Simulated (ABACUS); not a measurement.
Wanted: the native input for an ABACUS 3.10.1 run.

```yaml
Task: single point
Functional: PBE
Potentials_or_basis: PseudoDojo NC SR 0.4.1 PBE standard
Cutoff: 1143 eV
Density_cutoff: 4572 eV
Basis: plane waves
k_mesh: 10 × 10 × 5
Occupations: fermi-dirac, width 0.05 eV
Spin: no spin polarisation
Radial_cutoff_of_the_potentials_pseudo_rcut: 10 bohr
SCF_threshold_on_the_density: 1e-08
Max_SCF_steps: 100
Eigensolver: dav
Mixing: broyden
Mixing_share: 0.7
Symmetry_key: 1
Bands: 22
```

Crystal: GaN.

```
Ga N
1.0
     3.18000    0.00000    0.00000
    -1.59000    2.75396    0.00000
     0.00000    0.00000    5.16600
Ga N
2 2
Direct
  0.67793 0.33774 0.49895
  0.34599 0.66972 0.01059
  0.67025 0.34254 0.87619
  0.33420 0.65293 0.37421
```

The cell isn't the ideal one: atoms moved at random, drawn with an rms of 0.05 Å.

The input as run:

INPUT

```
INPUT_PARAMETERS
suffix              GaN
calculation         scf
basis_type          pw
pseudo_dir          ./
symmetry            1
dft_functional      pbe
ecutwfc             84
pseudo_rcut         10
nspin               1
nbands              22
ks_solver           dav
smearing_method     fd
smearing_sigma      0.00367493
scf_thr             1e-08
scf_nmax            100
mixing_type         broyden
mixing_beta         0.7
cal_force           1
cal_stress          1
kpar                4
```

STRU

```
ATOMIC_SPECIES
Ga 69.7230 Ga.upf
N 14.0070 N.upf

LATTICE_CONSTANT
1.8897261246

LATTICE_VECTORS
3.1800000000 0.0000000000 0.0000000000
-1.5900000000 2.7539607840 0.0000000000
0.0000000000 0.0000000000 5.1660000000

ATOMIC_POSITIONS
Direct

Ga
0.0
2
0.6779320000 0.3377420000 0.4989470000 1 1 1
0.3459920000 0.6697240000 0.0105920000 1 1 1

N
0.0
2
0.6702470000 0.3425430000 0.8761860000 1 1 1
0.3341970000 0.6529300000 0.3742130000 1 1 1
```

KPT

```
K_POINTS
0
Gamma
10 10 5 0 0 0
```

Potentials or basis: PseudoDojo NC SR 0.4.1 PBE standard, plane waves.

Command:

```bash
$ OMP_NUM_THREADS=1 mpirun -np 4 abacus > log
```

It gave:

```yaml
Pressure: 8.0 GPa
Largest_force: 1.532 eV/Å
Band_gap_on_the_k_mesh: 1.89 eV, direct
```

Caveat: there are fewer bands than atomic start orbitals, so a level may be missed at k points of high symmetry.

Wall time 96 s on 4 MPI ranks on Intel(R) Xeon(R) Platinum 8488C (Sapphire Rapids) (shared host), peak memory 0.76 GiB a rank.
